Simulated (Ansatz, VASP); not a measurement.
# Two plane-wave programs on Zn

```
CELL_PARAMETERS angstrom
0.00000 1.96478 1.96478
1.96478 0.00000 1.96478
1.96478 1.96478 0.00000
ATOMIC_POSITIONS crystal
Zn 0.00000 0.00000 0.00000
```

Alike in both runs: task relaxation of cell and atoms; functional PBEsol; k mesh 14 × 14 × 14; occupations fermi-dirac, width 0.05 eV; no spin polarisation.

|  | VASP | Ansatz |
| --- | --- | --- |
| version | VASP 6.6.1 | Ansatz 0.2.0 |
| potentials or method | VASP PAW PBE potentials, release 64 (Zn) | PAW with Ansatz's default frozen-core files, scalar-relativistic |
| plane-wave cutoff (eV) | 600 | 420 |
| valence electrons in the cell | 12 | 12 |

|  | VASP | Ansatz | Ansatz less VASP |
| --- | --- | --- | --- |
| relaxed volume (Å³/atom) | 14.26 | 14.21 | -0.056 |
| relaxed cell length with the largest relative difference (Å) | 2.722 | 2.718 | -0.0035 |
| energy change over the relaxation (meV/atom) | -14 | -16 | -1.9 |

Caveats: the PAW data sets were made with another functional, which shifts forces and pressure a little (VASP).
